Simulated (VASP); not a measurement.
# ZnS (F-43m) in VASP: notebook, part 2 of 2

VASP 6.6.1. The steps go on from the part before.

## 3. Single point, RPBE

Input file run.py:

```python
from ase.calculators.vasp import Vasp
from ase.dft.bandgap import bandgap
from ase.io import read

atoms = read('ZnS.xyz')
calc = Vasp(
    directory='calc',
    xc='rpbe',
    pp='PBE',
    setups='recommended',
    pp_version='54',
    prec='Accurate',
    encut=520,
    ediff=1e-07,
    ismear=0,
    sigma=0.05,
    lreal=False,
    lasph=True,
    nelm=80,
    algo='Normal',
    isif=2,
    lwave=False,
    lcharg=False,
    kpts=[9, 9, 9],
    gamma=True,
)
atoms.calc = calc

print('energy (eV):', atoms.get_potential_energy())
print('free energy (eV):', atoms.get_potential_energy(force_consistent=True))
print('forces (eV/A):')
print(atoms.get_forces())
print('stress (eV/A^3, Voigt):', atoms.get_stress())
print('Fermi level (eV):', calc.get_fermi_level())
gap, top, bottom = bandgap(calc)
print('band gap (eV):', gap, 'from (spin, k, band)', top, 'to', bottom)
```

Input file ZnS.xyz:

```xyz
2
Lattice="0.0000000000 2.7020000000 2.7020000000 2.7020000000 0.0000000000 2.7020000000 2.7020000000 2.7020000000 0.0000000000" Properties=species:S:1:pos:R:3 pbc="T T T"
Zn     4.0530000000      4.0530000000      4.0530000000
S      0.0000000000      0.0000000000      0.0000000000
```

Potentials or basis: VASP PAW PBE potentials, release 54 (Zn, S).

The run is started by

```sh
$ python run.py
```

What it wrote:

```text
energy (eV): -6.17399042
free energy (eV): -6.17399042
forces (eV/A):
[[-0. -0.  0.]
 [ 0.  0. -0.]]
stress (eV/A^3, Voigt): [-0.02702544 -0.02702544 -0.02702544 -0.         -0.          0.        ]
Fermi level (eV): 2.47095096
band gap (eV): 2.2812000000000006 from (spin, k, band) (0, np.int64(0), np.int64(8)) to (0, np.int64(0), np.int64(9))
```

OUTCAR:

```text
ENCUT = 520.000000
   EDIFF = 1.00e-07
   GGA = RP
   PREC = Accurate
   ISIF = 2
   ISMEAR = 0
   NELM = 80
   LASPH = .TRUE.
   LREAL = .FALSE.

 ion  position               nearest neighbor table
   1  0.750  0.750  0.750-   2 2.34   2 2.34   2 2.34   2 2.34
   2  0.000  0.000  0.000-   1 2.34   1 2.34   1 2.34   1 2.34

  LATTYP: Found a face centered cubic cell.
 ALAT       =     5.4040000000

  Lattice vectors:

 A1 = (   0.0000000000,   2.7020000000,   2.7020000000)
 A2 = (   2.7020000000,   0.0000000000,   2.7020000000)
 A3 = (   2.7020000000,   2.7020000000,   0.0000000000)

Analysis of symmetry for initial positions (statically):
=====================================================================
 Subroutine PRICEL returns:
 Original cell was already a primitive cell.

 Routine SETGRP: Setting up the symmetry group for a
 face centered cubic supercell.

 Subroutine GETGRP returns: Found 24 space group operations
 (whereof 24 operations were pure point group operations)
 out of a pool of 48 trial point group operations.

The static configuration has the point symmetry T_d .

Analysis of symmetry for dynamics (positions and initial velocities):
=====================================================================
[... 178 lines left out ...]
     11       8.6700      0.00000
     12       8.6700      0.00000
     13       8.6700      0.00000
[... 354 lines left out ...]
  band No.  band energies     occupation
      1      -9.7245      2.00000
      2      -4.0984      2.00000
      3      -3.7424      2.00000
      4      -3.7424      2.00000
      5      -3.4968      2.00000
      6      -3.4107      2.00000
      7      -2.1307      2.00000
      8       0.0710      2.00000
      9       0.0710      2.00000
     10       5.8314      0.00000
     11       6.4487      0.00000
     12      13.1185      0.00000
     13      13.8444      0.00000

 [... further k-points ...]

------------------------ aborting loop because EDIFF is reached ----------------------------------------

  FORCE on cell =-STRESS in cart. coord.  units (eV):
  Direction    XX          YY          ZZ          XY          YZ          ZX
  --------------------------------------------------------------------------------------
  -------------------------------------------------------------------------------------
  Total        1.0662490      1.0662490      1.0662490      0.0000000      0.0000000      0.0000000
  in kB       43.2995316     43.2995316     43.2995316      0.0000000      0.0000000      0.0000000
  external PRESSURE =      43.2995316 kB  Pullay stress =       0.0000000 kB

 VOLUME and BASIS-vectors are now :
 -----------------------------------------------------------------------------
  energy-cutoff  :      520.00
  volume of cell :       39.45
      direct lattice vectors                 reciprocal lattice vectors
     0.000000000  2.702000000  2.702000000    -0.185048113  0.185048113  0.185048113
     2.702000000  0.000000000  2.702000000     0.185048113 -0.185048113  0.185048113
     2.702000000  2.702000000  0.000000000     0.185048113  0.185048113 -0.185048113

 POSITION                                       TOTAL-FORCE (eV/Angst)
 -----------------------------------------------------------------------------------
      4.05300      4.05300      4.05300        -0.000000     -0.000000      0.000000
      0.00000      0.00000      0.00000         0.000000      0.000000     -0.000000
 -----------------------------------------------------------------------------------
    total drift:                                0.000001      0.000001      0.000001

  FREE ENERGIE OF THE ION-ELECTRON SYSTEM (eV)
  ---------------------------------------------------
  free  energy   TOTEN  =        -6.1739904219 eV

  energy  without entropy=       -6.1739904219  energy(sigma->0) =       -6.17399042
```

INCAR:

```text
ENCUT = 520.000000
SIGMA = 0.050000
EDIFF = 1.00e-07
ALGO = Normal
GGA = RP
PREC = Accurate
ISIF = 2
ISMEAR = 0
NELM = 80
LASPH = .TRUE.
LCHARG = .FALSE.
LWAVE = .FALSE.
LREAL = .FALSE.
```

It took 26 s on 1 thread of Intel Xeon Platinum 8375C at 2.90GHz (Ice Lake), shared host; peak memory 0.16 GiB.

Results:

| Item | Value |
| --- | --- |
| Free energy | -6.1740 eV |
| Pressure | 4.3 GPa |
| Band gap on the k mesh | 2.28 eV, direct |

Caveat: the PAW data sets were made with another functional, which shifts forces and pressure a little.

## 4. Comparison with measurements

Step 2. Measured gap of ZnS: 3.85 eV (direct; 19 K; quoted in “Electronic, vibrational, and thermodynamic properties of ZnS (zincblende and rocksalt structure)”, 2009, arxiv:0911.5022). This calculation gives 2.28 eV (-1.57 eV). The value is that of RPBE, without temperature or zero-point motion. Semilocal functionals fall short of measured gaps as a rule.

Step 3. Measured gap of ZnS: 3.85 eV (direct; 19 K; quoted in “Electronic, vibrational, and thermodynamic properties of ZnS (zincblende and rocksalt structure)”, 2009, arxiv:0911.5022). This calculation gives 2.28 eV (-1.57 eV). The value is that of RPBE, without temperature or zero-point motion. Semilocal functionals fall short of measured gaps as a rule.
